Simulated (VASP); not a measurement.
# GaAs (F-43m) in VASP: further runs

One crystal, GaAs, is run at these levels: AM05, LDA; tasks: density of states, phonons, elastic constants.

All numbers are computed with VASP 6.6.1; they aren't measurements. Logs are shortened: lines on timing, memory, paths and dates and some standing lists are left out, and cuts for length are marked.

### Step 1. The structure

Symmetry: F-43m, No. 216, cubic system. Conventional cell: a = 5.654 Å, b = 5.654 Å, c = 5.654 Å, α = 90.00°, β = 90.00°, γ = 90.00°. As (site symmetry -43m) has 4 Ga at 2.45 Å as nearest neighbours. Around Ga (site symmetry -43m) lie 4 As at 2.45 Å.

### Step 2. Density of states, AM05, non-collinear spin, zero start, spin-orbit coupling

Contents of POSCAR:

```
GaAs
1.0
    0.0000000000      2.8268500000      2.8268500000
    2.8268500000      0.0000000000      2.8268500000
    2.8268500000      2.8268500000      0.0000000000
As Ga
1 1
Direct
    0.7500000000      0.7500000000      0.7500000000
    0.0000000000      0.0000000000      0.0000000000
```

Contents of INCAR.step1:

```
SYSTEM = GaAs
PREC     = Accurate       ! precision mode
ENCUT    = 520            ! plane-wave cutoff, eV
EDIFF    = 1E-7           ! SCF threshold, eV
ISMEAR   = -1             ! smearing method
SIGMA    = 0.1            ! smearing width, eV
LREAL    = .FALSE.        ! projectors in reciprocal space
LASPH    = .TRUE.         ! aspherical terms in the spheres
NELM     = 80             ! most SCF steps
ALGO     = Fast           ! electronic algorithm
ISIF     = 2              ! what is computed and relaxed
LWAVE    = .FALSE.        ! write WAVECAR
LCHARG   = .TRUE.         ! write CHGCAR
MAGMOM   = 0 0 0 0 0 0    ! initial moments
LSORBIT  = .TRUE.         ! spin-orbit coupling
GGA_COMPAT= .FALSE.      
GGA      = AM             ! functional
```

Contents of KPOINTS.step1:

```
regular mesh
0
G
  6 6 6
  0 0 0
```

Contents of INCAR.step2:

```
SYSTEM = GaAs
PREC     = Accurate       ! precision mode
ENCUT    = 520            ! plane-wave cutoff, eV
EDIFF    = 1E-7           ! SCF threshold, eV
ISMEAR   = -5             ! smearing method
SIGMA    = 0.1            ! smearing width, eV
LREAL    = .FALSE.        ! projectors in reciprocal space
LASPH    = .TRUE.         ! aspherical terms in the spheres
NELM     = 80             ! most SCF steps
ALGO     = Fast           ! electronic algorithm
ISIF     = 2              ! what is computed and relaxed
LWAVE    = .FALSE.        ! write WAVECAR
LCHARG   = .FALSE.        ! write CHGCAR
MAGMOM   = 0 0 0 0 0 0    ! initial moments
LORBIT   = 10             ! projections on sites
LSORBIT  = .TRUE.         ! spin-orbit coupling
GGA_COMPAT= .FALSE.      
GGA      = AM             ! functional
NEDOS    = 2001           ! points of the DOS
ICHARG   = 11             ! starting density
```

Contents of KPOINTS.step2:

```
regular mesh
0
G
  9 9 9
  0 0 0
```

Potentials or basis: VASP PAW PBE potentials, release 64 (As, Ga_d).

Command:

```
$ cat potpaw_PBE.64/As/POTCAR potpaw_PBE.64/Ga_d/POTCAR > POTCAR
$ cp INCAR.step1 INCAR
$ cp KPOINTS.step1 KPOINTS
$ mpirun -np 1 vasp_ncl > vasp.out
$ cp INCAR.step2 INCAR
$ cp KPOINTS.step2 KPOINTS
$ mpirun -np 1 vasp_ncl > vasp.out
```

OUTCAR:

```text
SYSTEM = GaAs
   PREC = Accurate
   ENCUT = 520
   EDIFF = 1E-7
   ISMEAR = -5
   LREAL = .FALSE.
   LASPH = .TRUE.
   NELM = 80
   ISIF = 2
   LORBIT = 10
   LSORBIT = .TRUE.
   GGA = AM
   ICHARG = 11

 ion  position               nearest neighbor table
   1  0.750  0.750  0.750-   2 2.45   2 2.45   2 2.45   2 2.45
   2  0.000  0.000  0.000-   1 2.45   1 2.45   1 2.45   1 2.45

  LATTYP: Found a face centered cubic cell.
 ALAT       =     5.6537000000

  Lattice vectors:

 A1 = (   0.0000000000,   2.8268500000,   2.8268500000)
 A2 = (   2.8268500000,   0.0000000000,   2.8268500000)
 A3 = (   2.8268500000,   2.8268500000,   0.0000000000)

Analysis of symmetry for initial positions (statically):
=====================================================================
 Subroutine PRICEL returns:
 Original cell was already a primitive cell.

 Routine SETGRP: Setting up the symmetry group for a
 face centered cubic supercell.

 Subroutine GETGRP returns: Found 24 space group operations
 (whereof 24 operations were pure point group operations)
 out of a pool of 48 trial point group operations.

The static configuration has the point symmetry T_d .

Analysis of symmetry for dynamics (positions and initial velocities):
=====================================================================
 Subroutine PRICEL returns:
 Original cell was already a primitive cell.

 Routine SETGRP: Setting up the symmetry group for a
 face centered cubic supercell.

 Subroutine GETGRP returns: Found 24 space group operations
 (whereof 24 operations were pure point group operations)
 out of a pool of 48 trial point group operations.

The dynamic configuration has the point symmetry T_d .

Analysis of structural, dynamic, and magnetic symmetry:
=====================================================================
 Subroutine PRICEL returns:
 Original cell was already a primitive cell.

 Routine SETGRP: Setting up the symmetry group for a
 face centered cubic supercell.

 Subroutine GETGRP returns: Found 24 space group operations
 (whereof 24 operations were pure point group operations)
 out of a pool of 48 trial point group operations.

The overall configuration has the point symmetry T_d .

 Subroutine INISYM returns: Found 24 space group operations
 (whereof 24 operations are pure point group operations),
 and found     1 'primitive' translations

----------------------------------------------------------------------------------------

                                     Primitive cell

  volume of cell :      45.1792

  direct lattice vectors                    reciprocal lattice vectors
     0.000000000  2.826850000  2.826850000    -0.176875321  0.176875321  0.176875321
     2.826850000  0.000000000  2.826850000     0.176875321 -0.176875321  0.176875321
     2.826850000  2.826850000  0.000000000     0.176875321  0.176875321 -0.176875321

  length of vectors
     3.997769609  3.997769609  3.997769609     0.306357042  0.306357042  0.306357042

  position of ions in fractional coordinates (direct lattice)
     0.750000000  0.750000000  0.750000000
     0.000000000  0.000000000  0.000000000

  ion indices of the primitive-cell ions
   primitive index   ion index
                 1           1
                 2           2

----------------------------------------------------------------------------------------

 KPOINTS: regular mesh

Automatic generation of k-mesh.
 Grid dimensions read from file:
 generate k-points for:    9    9    9

 Generating k-lattice:

  Cartesian coordinates                     Fractional coordinates (reciprocal lattice)
    -0.019652813  0.019652813  0.019652813     0.111111111  0.000000000  0.000000000
     0.019652813 -0.019652813  0.019652813     0.000000000  0.111111111  0.000000000
     0.019652813  0.019652813 -0.019652813     0.000000000  0.000000000  0.111111111

[... 70 lines left out ...]
   NUPDOWN=      -1.0000    fix difference up-down
   EMIN   =  10.00;   EMAX   =-10.00  energy-range for DOS
   EFERMI =   0.00;   METHOD = LEGACY
   ISMEAR =    -5;   SIGMA  =   0.10  broadening in eV -4-tet -1-fermi 0-gaus
   EFERMI_NEDOS =   21; number of points for ismear=-14 and -15
   IALGO  =     68    algorithm
   IMIX   =      4    mixing-type and parameters
     AMIX     =   0.40;   BMIX     =  1.00
     AMIX_MAG =   1.60;   BMIX_MAG =  1.00
  volume/ion in A,a.u.               =      22.59       152.44
  Fermi-wavevector in a.u.,A,eV,Ry     =   1.204628  2.276417 19.743799  1.451128
  Thomas-Fermi vector in A             =   2.340347
   LORBIT       =     10    0 simple, 1 ext, 2 COOP (PROOUT), +10 PAW based schemes
   GGA     = AM    functional components
   LHFCALC =     F    Hartree Fock is set to
   AEXX    =    0.0000 exact exchange contribution
   IVDW    =     0    specifies the selected vdW correction
   LEPSILON=     F    determine dielectric tensor
   LRPA    =     F    only Hartree local field effects (RPA)
 RMM-DIIS sequential band-by-band and
 Fermi weights with tetrahedron method with Bloechl corrections
  energy-cutoff  :      520.00
  volume of cell :       45.18
 maximum number of plane-waves:      2486
 NGX is ok and might be reduce to    30

 number of electron      17.9999995 magnetization      -0.0000000      0.0000000     -0.0000000

 Free energy of the ion-electron system (eV)
  ---------------------------------------------------
  ext. energy  EPLUGINS =         0.00000000
  ---------------------------------------------------
  free energy    TOTEN  =        -8.61624086 eV

  energy without entropy =       -8.61624086  energy(sigma->0) =       -8.61624086

 E-fermi :   3.9862     XC(G=0):  -9.6333

 val. band max:        3.9749209878   @ k =   0.0000   0.0000   0.0000
 cond. band min:       4.3786536980   @ k =   0.0000   0.0000   0.0000
 fundamental gap:      0.4037327102
 Fermi energy:         3.9862474290

 k-point     1 :       0.0000    0.0000    0.0000
  band No.  band energies     occupation
      1     -11.2031      1.00000
      2     -11.2031      1.00000
      3     -11.2031      1.00000
      4     -11.2031      1.00000
      5     -10.7792      1.00000
      6     -10.7792      1.00000
[... 685 lines left out ...]
     25       9.9995      0.00000
     26      10.0291      0.00000

 [... further k-points ...]
[... 5 lines left out ...]
  --------------------------------------------------------------------------------------
  -------------------------------------------------------------------------------------
  Total        0.1692472      0.1692472      0.1692472      0.0000000      0.0000000      0.0000000
  in kB        6.0019696      6.0019696      6.0019696      0.0000000      0.0000000      0.0000000
  external PRESSURE =       6.0019696 kB  Pullay stress =       0.0000000 kB

 VOLUME and BASIS-vectors are now :
 -----------------------------------------------------------------------------
  energy-cutoff  :      520.00
  volume of cell :       45.18
      direct lattice vectors                 reciprocal lattice vectors
     0.000000000  2.826850000  2.826850000    -0.176875321  0.176875321  0.176875321
     2.826850000  0.000000000  2.826850000     0.176875321 -0.176875321  0.176875321
     2.826850000  2.826850000  0.000000000     0.176875321  0.176875321 -0.176875321

 POSITION                                       TOTAL-FORCE (eV/Angst)
 -----------------------------------------------------------------------------------
      4.24027      4.24027      4.24027        -0.000000     -0.000000     -0.000000
      0.00000      0.00000      0.00000         0.000000      0.000000      0.000000
 -----------------------------------------------------------------------------------
    total drift:                                0.000000      0.000000      0.000000

  FREE ENERGIE OF THE ION-ELECTRON SYSTEM (eV)
  ---------------------------------------------------
  free  energy   TOTEN  =        -8.6162408609 eV

  energy  without entropy=       -8.6162408609  energy(sigma->0) =       -8.61624086

 Spin-Orbit-Coupling matrix elements

 Ion:    1  E_soc:     -0.0239846
 l=   1
     0.0000000    -0.0039900    -0.0039900
    -0.0039900     0.0000000    -0.0039900
    -0.0039900    -0.0039900     0.0000000
 l=   2
     0.0000000    -0.0000036     0.0000000    -0.0000036    -0.0000039
    -0.0000036     0.0000000    -0.0000029    -0.0000036    -0.0000010
     0.0000000    -0.0000029     0.0000000    -0.0000029     0.0000000
    -0.0000036    -0.0000036    -0.0000029     0.0000000    -0.0000010
    -0.0000039    -0.0000010     0.0000000    -0.0000010     0.0000000
 l=   3
     0.0000000     0.0000000     0.0000000     0.0000000     0.0000000     0.0000000     0.0000000
     0.0000000     0.0000000     0.0000000     0.0000000     0.0000000     0.0000000     0.0000000
     0.0000000     0.0000000     0.0000000     0.0000000     0.0000000     0.0000000     0.0000000
     0.0000000     0.0000000     0.0000000     0.0000000     0.0000000     0.0000000     0.0000000
     0.0000000     0.0000000     0.0000000     0.0000000     0.0000000     0.0000000     0.0000000
     0.0000000     0.0000000     0.0000000     0.0000000     0.0000000     0.0000000     0.0000000
     0.0000000     0.0000000     0.0000000     0.0000000     0.0000000     0.0000000     0.0000000

 Ion:    2  E_soc:     -0.0120262
 l=   1
     0.0000000    -0.0011695    -0.0011695
    -0.0011695     0.0000000    -0.0011695
    -0.0011695    -0.0011695     0.0000000
 l=   2
     0.0000000    -0.0001661     0.0000000    -0.0001661    -0.0006688
    -0.0001661     0.0000000    -0.0005016    -0.0001661    -0.0001672
     0.0000000    -0.0005016     0.0000000    -0.0005016     0.0000000
    -0.0001661    -0.0001661    -0.0005016     0.0000000    -0.0001672
    -0.0006688    -0.0001672     0.0000000    -0.0001672     0.0000000
 l=   3
     0.0000000     0.0000000     0.0000000     0.0000000     0.0000000     0.0000000     0.0000000
     0.0000000     0.0000000     0.0000000     0.0000000     0.0000000     0.0000000     0.0000000
     0.0000000     0.0000000     0.0000000     0.0000000     0.0000000     0.0000000     0.0000000
     0.0000000     0.0000000     0.0000000     0.0000000     0.0000000     0.0000000     0.0000000
     0.0000000     0.0000000     0.0000000     0.0000000     0.0000000     0.0000000     0.0000000
     0.0000000     0.0000000     0.0000000     0.0000000     0.0000000     0.0000000     0.0000000
     0.0000000     0.0000000     0.0000000     0.0000000     0.0000000     0.0000000     0.0000000

 total charge

# of ion       s       p       d       tot
------------------------------------------
    1        1.209   1.595   0.031   2.835
    2        0.884   0.806   9.995  11.686
--------------------------------------------------
tot          2.093   2.401  10.026  14.521

 magnetization (x)

# of ion       s       p       d       tot
------------------------------------------
    1        0.000   0.000  -0.000   0.000
    2        0.000   0.000   0.000   0.000
--------------------------------------------------
tot          0.000   0.000  -0.000   0.000

 magnetization (y)

# of ion       s       p       d       tot
------------------------------------------
    1        0.000   0.000   0.000   0.000
    2       -0.000   0.000  -0.000  -0.000
--------------------------------------------------
tot         -0.000   0.000   0.000  -0.000

 magnetization (z)

# of ion       s       p       d       tot
------------------------------------------
    1        0.000  -0.000  -0.000  -0.000
    2        0.000  -0.000  -0.000   0.000
--------------------------------------------------
tot          0.000  -0.000  -0.000  -0.000
```

Run time: 2.5 min. Hardware: 1 thread of Intel Xeon Platinum 8559C (Emerald Rapids), shared host; peak memory 0.32 GiB.

Results:

```yaml
Net_moment: 0.00 μB per cell
Valence_electrons_inside_the_program's_atomic_spheres: As 2.83; Ga 11.69
```

Moments on the atoms (μB; x, y, z):
```
As  0.00 0.00 0.00
Ga  0.00 0.00 0.00
```

Caveat: the PAW data sets were made with another functional, which shifts forces and pressure a little.

[end of part 1 of 2]
